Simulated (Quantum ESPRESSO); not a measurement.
The system is TiB2.

```
Ti B
1.0
     3.02920    0.00000    0.00000
    -1.51460    2.62336    0.00000
     0.00000    0.00000    3.22840
Ti B
1 2
Direct
  0.00000 0.00000 0.00000
  0.66667 0.33333 0.50000
  0.33333 0.66667 0.50000
```

```yaml
Program: Quantum ESPRESSO 7.5
Task: phonons
Functional: PBE
Potentials_or_basis: SG15 PBE 1.2
Cutoff: 952 eV
Density_cutoff: 3810 eV
k_mesh: 8 × 8 × 7
Occupations: cold, width 0.2 eV
Spin: no spin polarisation
Mixing_beta: 0.5
Most_SCF_iterations: 120
SCF_threshold: 6e-10 Ry
```

Task: What is the highest optical frequency at the zone centre?

Result: 881 cm⁻¹, a mode of symmetry E2g (Raman).

Optical modes at Γ, degenerate ones joined:
```csv
cm⁻¹,components,symmetry,active in
509,2,E1u,IR
511,1,A2u,IR
556,1,B1g,silent
881,2,E2g,Raman
```

Caveat: the mesh is thin for the phonons of a metal.
